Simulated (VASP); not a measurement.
## GaP: single point with PBEsol

**The experiment to reproduce.**

“Stacking defects in GaP nanowires: Electronic structure and optical properties”, 2018, arxiv:1810.01194 quotes, for a bulk crystal of GaP at 10 K: band gap 2.34 eV (indirect).

The system is GaP.

```
Ga P
1.0
     0.00000    2.71924    2.71924
     2.71924    0.00000    2.71924
     2.71924    2.71924    0.00000
Ga P
1 1
Direct
  0.00000 0.00000 0.00000
  0.75000 0.75000 0.75000
```

```yaml
Program: VASP 6.6.1
Task: single point
Functional: PBEsol
Potentials_or_basis: VASP PAW PBE potentials, release 64 (Ga_d, P)
Cutoff: 520 eV
k_mesh: 10 × 10 × 10
Occupations: gaussian, width 0.05 eV
Spin: no spin polarisation
Dipole_correction: no
Further_INCAR_settings: ALGO = Normal; EDIFF = 1e-06; NBANDS = 16
```

* Pressure: -0.1 GPa
* Band gap on the k mesh: 1.47 eV, indirect (least direct gap 1.81 eV)

Levels at points of the mesh, in eV from the valence-band top:
```tsv
k point	band 6	band 7	band 8	band 9	band 10	band 11	band 12	band 13
(0.00, 0.00, 0.00)	-12.57	0.00	0.00	0.00	1.81	3.83	3.83	3.83
(0.50, 0.00, 0.00)	-10.46	-6.73	-1.14	-1.14	1.61	4.65	4.65	8.10
(0.50, 0.50, 0.00)	-9.54	-6.84	-2.74	-2.74	1.50	1.71	10.60	10.60
```

It took 19 s on 1 thread of Intel(R) Xeon(R) Platinum 8488C (Sapphire Rapids), with other jobs on the host, peak memory 0.17 GiB.

A measured gap of GaP is 2.34 eV (indirect; 10 K; quoted in “Stacking defects in GaP nanowires: Electronic structure and optical properties”, 2018, arxiv:1810.01194); the calculated 1.47 eV misses it by -0.87 eV. Spin-orbit coupling on Ga is left out. The value is that of PBEsol on a finite k mesh, which can miss the band edges, without temperature or zero-point motion. Semilocal functionals fall short of measured gaps as a rule.

Caveat: the PAW data sets were made with another functional, which shifts forces and pressure a little.
